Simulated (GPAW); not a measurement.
# ZnO (zincite) (P6_3mc) in GPAW: relaxation of cell and atoms with PBEint

Aim: the relaxation of cell and atoms of ZnO (zincite) with PBEint.

Program: GPAW 26.7.0. These are calculated values, not measurements. Logs are shortened: lines on timing, memory, paths and dates and some standing lists are left out, and cuts for length are marked. The log counts tension as positive stress, the text compression.

**1. Starting point**

It takes space group P6_3mc (No. 186, hexagonal). Conventional cell: a = 3.249 Å, b = 3.249 Å, c = 5.206 Å, α = 90.00°, β = 90.00°, γ = 120.00°. Zn (site symmetry 3m) is surrounded by 4 O at 1.97 to 1.98 Å. O (site symmetry 3m) is surrounded by 4 Zn at 1.97 to 1.98 Å.

**2. Relaxation of cell and atoms, PBEint**

run.py reads:

```python
from ase.filters import FrechetCellFilter
from ase.io import read, write
from ase.optimize import LBFGS
from gpaw import GPAW, PW, setup_paths

setup_paths.insert(0, '.')

atoms = read('ZnO.cif')

calc = GPAW(mode=PW(800),
            xc='GGA_X_PBEINT+GGA_C_PBEINT',
            kpts={'size': (6, 6, 3), 'gamma': True},
            occupations={'name': 'fermi-dirac', 'width': 0.05},
            nbands=31,
            convergence={'density': 1e-06, 'energy': 1e-06, 'eigenstates': 1e-10},
            maxiter=150,
            txt='gpaw.txt')
atoms.calc = calc
opt = LBFGS(FrechetCellFilter(atoms), trajectory='relax.traj', logfile='-')
done = opt.run(fmax=0.05, steps=40)
calc.write('gs.gpw')
write('result.traj', atoms)
print('Converged:', done)
print('Cell:', atoms.cell.cellpar().round(4))
print('Volume:', round(atoms.get_volume(), 4))
print(atoms.get_scaled_positions().round(5))
```

ZnO.cif reads:

```cif
data_ZnO
_cell_length_a 3.24930800
_cell_length_b 3.24930800
_cell_length_c 5.20570900
_cell_angle_alpha 90.00000000
_cell_angle_beta 90.00000000
_cell_angle_gamma 120.00000000
_space_group_name_H-M_alt 'P1'
_space_group_name_Hall 'P 1'
_space_group_IT_number 1
loop_
_space_group_symop_operation_xyz
'x,y,z'
loop_
_atom_site_label
_atom_site_type_symbol
_atom_site_symmetry_multiplicity
_atom_site_Wyckoff_symbol
_atom_site_fract_x
_atom_site_fract_y
_atom_site_fract_z
_atom_site_occupancy
Zn1 Zn 1 a 0.6666666667 0.3333333333 0.0000000000 1
Zn2 Zn 1 a 0.3333333333 0.6666666667 0.5000000000 1
O1 O 1 a 0.3333333333 0.6666666667 0.8790100000 1
O2 O 1 a 0.6666666667 0.3333333333 0.3790100000 1
```

Potentials or basis: PAW data sets generated in the run's folder for this functional, pw.

The run is started by

```bash
> gpaw-setup -f GGA_X_PBEINT+GGA_C_PBEINT O Zn
> OMP_NUM_THREADS=1 python run.py
```

gpaw.txt:

```text
__  _  _
 | _ |_)|_||  |
 |__||  | ||/\| - 26.7.0

Input parameters:
  mode=PW(ecut=800.0),
  convergence={'density': 1e-06, 'energy': 1e-06, 'eigenstates': 1e-10},
  kpts=MonkhorstPack(size=(6, 6, 3), gamma=True),
  maxiter=150,
  nbands=31,
  occupations=Occupations(name='fermi-dirac', width=0.05),
  xc=XC(name='GGA_X_PBEINT+GGA_C_PBEINT')

Diagonalizing LCAO Hamiltonian
Converting LCAO to pw mode

        O

        Zn

           O

           Zn

Atoms  # Å, Bohr magnetons
|   | symbol |         x |        y |        z |    initial magnetic moments |
|---|--------|-----------|----------|----------|-----------------------------|
| 0 |     Zn |  1.624654 | 0.937994 | 0.000000 | ( 0.0000,  0.0000,  0.0000) |
| 1 |     Zn | -0.000000 | 1.875989 | 2.602854 | ( 0.0000,  0.0000,  0.0000) |
| 2 |      O | -0.000000 | 1.875989 | 4.575870 | ( 0.0000,  0.0000,  0.0000) |
| 3 |      O |  1.624654 | 0.937994 | 1.973016 | ( 0.0000,  0.0000,  0.0000) |

Unit cell  # Å
| periodic |         x |        y |        z |  lengths |     angles |
|----------|-----------|----------|----------|----------|------------|
|      yes |  3.249308 | 0.000000 | 0.000000 | 3.249308 |  90.000000 |
|      yes | -1.624654 | 2.813983 | 0.000000 | 3.249308 |  90.000000 |
|      yes |  0.000000 | 0.000000 | 5.205709 | 5.205709 | 120.000000 |

Number of symmetries: 6
Symmetry operations  # r_c * U_cc + t_c -> r_c
|   | kind |            matrix            |
|---|------|------------------------------|
| 0 |  σ   |  1, 1, 0,  0,-1, 0,  0, 0, 1 |
| 1 |  E   |  1, 0, 0,  0, 1, 0,  0, 0, 1 |
| 2 |  C3  |  0, 1, 0, -1,-1, 0,  0, 0, 1 |
| 3 |  σ   |  0,-1, 0, -1, 0, 0,  0, 0, 1 |
| 4 |  σ   | -1, 0, 0,  1, 1, 0,  0, 0, 1 |
| 5 |  C3  | -1,-1, 0,  1, 0, 0,  0, 0, 1 |

BZ-sampling:
  Number of BZ points: 108
  Number of IBZ points: 17
[... 191 lines left out ...]
Stress tensor  # eV/Ang^3
|         x |         y |         z |
|-----------|-----------|-----------|
| -0.006338 |  0.000000 |  0.000000 |
|  0.000000 | -0.006338 | -0.000000 |
|  0.000000 | -0.000000 | -0.016196 |

Forces  # eV/Ang
|        x |        y |        z |
|----------|----------|----------|
| -0.00000 |  0.00000 | -0.06994 |  # Zn   0
|  0.00000 | -0.00000 | -0.07019 |  # Zn   1
| -0.00000 |  0.00000 |  0.07004 |  # O    2
|  0.00000 |  0.00000 |  0.07013 |  # O    3

Interpolating wave functions to new cell

        O

        Zn

           O

           Zn

Atoms  # Å, Bohr magnetons
|   | symbol |         x |        y |         z |    initial magnetic moments |
|---|--------|-----------|----------|-----------|-----------------------------|
| 0 |     Zn |  1.625092 | 0.938247 | -0.001000 | ( 0.0000,  0.0000,  0.0000) |
| 1 |     Zn | -0.000000 | 1.876494 |  2.603643 | ( 0.0000,  0.0000,  0.0000) |
| 2 |      O | -0.000000 | 1.876494 |  4.580022 | ( 0.0000,  0.0000,  0.0000) |
| 3 |      O |  1.625092 | 0.938247 |  1.975377 | ( 0.0000,  0.0000,  0.0000) |

Unit cell  # Å
| periodic |         x |         y |         z |  lengths |     angles |
|----------|-----------|-----------|-----------|----------|------------|
|      yes |  3.250183 | -0.000000 | -0.000000 | 3.250183 |  90.000000 |
|      yes | -1.625092 |  2.814741 |  0.000000 | 3.250183 |  90.000000 |
|      yes | -0.000000 |  0.000000 |  5.209293 | 5.209293 | 120.000000 |

Number of symmetries: 6
Symmetry operations  # r_c * U_cc + t_c -> r_c
|   | kind |            matrix            |
|---|------|------------------------------|
| 0 |  σ   |  1, 1, 0,  0,-1, 0,  0, 0, 1 |
| 1 |  E   |  1, 0, 0,  0, 1, 0,  0, 0, 1 |
| 2 |  C3  |  0, 1, 0, -1,-1, 0,  0, 0, 1 |
| 3 |  σ   |  0,-1, 0, -1, 0, 0,  0, 0, 1 |
| 4 |  σ   | -1, 0, 0,  1, 1, 0,  0, 0, 1 |
| 5 |  C3  | -1,-1, 0,  1, 0, 0,  0, 0, 1 |

BZ-sampling:
  Number of BZ points: 108
  Number of IBZ points: 17
[... 188 lines left out ...]
Stress tensor  # eV/Ang^3
|         x |         y |         z |
|-----------|-----------|-----------|
| -0.005811 |  0.000000 |  0.000000 |
|  0.000000 | -0.005811 |  0.000000 |
|  0.000000 |  0.000000 | -0.013847 |

Forces  # eV/Ang
|        x |        y |        z |
|----------|----------|----------|
| -0.00000 | -0.00000 | -0.05187 |  # Zn   0
|  0.00000 |  0.00000 | -0.05208 |  # Zn   1
|  0.00000 |  0.00000 |  0.05191 |  # O    2
|  0.00000 |  0.00000 |  0.05200 |  # O    3

Interpolating wave functions to new cell

        O

        Zn

           O

           Zn

Atoms  # Å, Bohr magnetons
|   | symbol |         x |        y |         z |    initial magnetic moments |
|---|--------|-----------|----------|-----------|-----------------------------|
| 0 |     Zn |  1.627569 | 0.939677 | -0.005617 | ( 0.0000,  0.0000,  0.0000) |
| 1 |     Zn | -0.000000 | 1.879354 |  2.608494 | ( 0.0000,  0.0000,  0.0000) |
| 2 |      O | -0.000000 | 1.879354 |  4.601322 | ( 0.0000,  0.0000,  0.0000) |
| 3 |      O |  1.627569 | 0.939677 |  1.987198 | ( 0.0000,  0.0000,  0.0000) |

Unit cell  # Å
| periodic |         x |         y |         z |  lengths |     angles |
|----------|-----------|-----------|-----------|----------|------------|
|      yes |  3.255137 | -0.000000 | -0.000000 | 3.255137 |  90.000000 |
|      yes | -1.627569 |  2.819032 | -0.000000 | 3.255137 |  90.000000 |
|      yes | -0.000000 |  0.000000 |  5.228268 | 5.228268 | 120.000000 |

Number of symmetries: 6
Symmetry operations  # r_c * U_cc + t_c -> r_c
|   | kind |            matrix            |
|---|------|------------------------------|
| 0 |  σ   |  1, 1, 0,  0,-1, 0,  0, 0, 1 |
| 1 |  E   |  1, 0, 0,  0, 1, 0,  0, 0, 1 |
| 2 |  C3  |  0, 1, 0, -1,-1, 0,  0, 0, 1 |
| 3 |  σ   |  0,-1, 0, -1, 0, 0,  0, 0, 1 |
| 4 |  σ   | -1, 0, 0,  1, 1, 0,  0, 0, 1 |
| 5 |  C3  | -1,-1, 0,  1, 0, 0,  0, 0, 1 |

BZ-sampling:
  Number of BZ points: 108
  Number of IBZ points: 17
[... 128 lines left out ...]
SCF iterations
|iter     | |      energy | eigst |  dens |
|---------|-|-------------|-------|-------|
|iter:   1| |  -19.209062 | -1.24 |       |
|iter:   2| |  -19.204908 | -3.06 | -2.15 |
|iter:   3| |  -19.185617 | -2.99 | -2.20 |
|iter:   4| |  -19.185098 | -4.34 | -2.87 |
|iter:   5| |  -19.185099 | -5.72 | -3.48 |
|iter:   6| |  -19.185100c| -6.69 | -3.96 |
|iter:   7| |  -19.185100c| -7.71 | -4.64 |
|iter:   8| |  -19.185100c| -8.49 | -5.05 |
|iter:   9| |  -19.185100c| -9.07 | -5.42 |
|iter:  10| |  -19.185100c|-10.30c| -5.95 |
|iter:  11| |  -19.185100c|-10.13c| -6.22c|

Converged in 11 steps
Energy contributions relative to reference atoms: (reference = -101718.466356)

Energy contributions:
  Kinetic:          36.811544
  Coulomb:         -32.567768
  Zero:              0.417078
  External:          0.000000
  Xc:              -23.845944
  Entropy:          -0.000020
  Spinorbit:         0.000000
  ----------------------------
  Free energy:     -19.185110
  Extrapolated:    -19.185100

dipole moment: (0.000002, -0.000000, 11.133314)  # |e|*Ang
[... 31 lines left out ...]
Stress tensor  # eV/Ang^3
|         x |         y |         z |
|-----------|-----------|-----------|
| -0.002595 | -0.000000 |  0.000000 |
| -0.000000 | -0.002595 |  0.000000 |
|  0.000000 |  0.000000 | -0.002550 |

Forces  # eV/Ang
|        x |        y |        z |
|----------|----------|----------|
|  0.00000 |  0.00000 |  0.02725 |  # Zn   0
| -0.00000 |  0.00000 |  0.02729 |  # Zn   1
|  0.00000 | -0.00000 | -0.02726 |  # O    2
|  0.00000 |  0.00000 | -0.02717 |  # O    3

# Writing to gs.gpw (mode='')
```

stdout:

```text
Step          Energy          fmax
LBFGS:    0      -19.181713        0.192721
LBFGS:    1      -19.182621        0.164975
LBFGS:    2      -19.185110        0.031123
Converged: True
Cell: [  3.2551   3.2551   5.2283  90.      90.     120.    ]
Volume: 47.9763
[[0.66667 0.33333 0.99893]
 [0.33333 0.66667 0.49892]
 [0.33333 0.66667 0.88009]
 [0.66667 0.33333 0.38009]]
```

Wall time 34 s (1 thread of AMD EPYC 9R45 (Zen 5), shared host); peak memory 0.23 GiB.

What came out:

```yaml
Free_energy: -19.1851 eV
Relaxed_volume: 11.99 Å³/atom
Relaxed_cell: a = 3.255 Å, b = 3.255 Å, c = 5.228 Å, α = 90.00°, β = 90.00°, γ = 120.00°
Space_group_after_relaxing_to_0.05_Å: P6_3mc (No. 186)
Energy_gained_by_relaxing: 0.8 meV/atom
Ionic_steps: 3
Pressure_after_relaxing: 0.4 GPa
Largest_force_after_relaxing: 0.027 eV/Å
Band_gap_on_the_k_mesh: 0.71 eV, direct
```

Forces on the atoms (eV/Å):
```
Zn   0.000  0.000  0.027
Zn   0.000  0.000  0.027
O    0.000  0.000 -0.027
O    0.000  0.000 -0.027
```

The path:
| step | energy change (eV) | largest force (eV/Å) | pressure (GPa) | volume (Å³) |
| --- | --- | --- | --- | --- |
| 1 | 0.0000 | 0.0702 | 1.54 | 47.60 |
| 2 | -0.0009 | 0.0521 | 1.36 | 47.66 |
| 3 | -0.0034 | 0.0273 | 0.41 | 47.98 |

Final structure:
```
Zn O
1.0
     3.25514    0.00000    0.00000
    -1.62757    2.81903    0.00000
     0.00000    0.00000    5.22827
Zn O
2 2
Direct
  0.66667 0.33333 0.99893
  0.33333 0.66667 0.49892
  0.33333 0.66667 0.88009
  0.66667 0.33333 0.38009
```

Levels at points of the mesh, in eV from the valence-band top:
```tsv
k point	band 16	band 17	band 18	band 19	band 20	band 21
(0.00, 0.00, 0.00)	-0.09	0.00	0.00	0.71	5.12	8.12
(0.50, 0.50, 0.00)	-2.26	-1.28	-0.85	5.69	6.75	7.49
```

Caveat: the k mesh is coarse; later steps reuse the first step's grids.
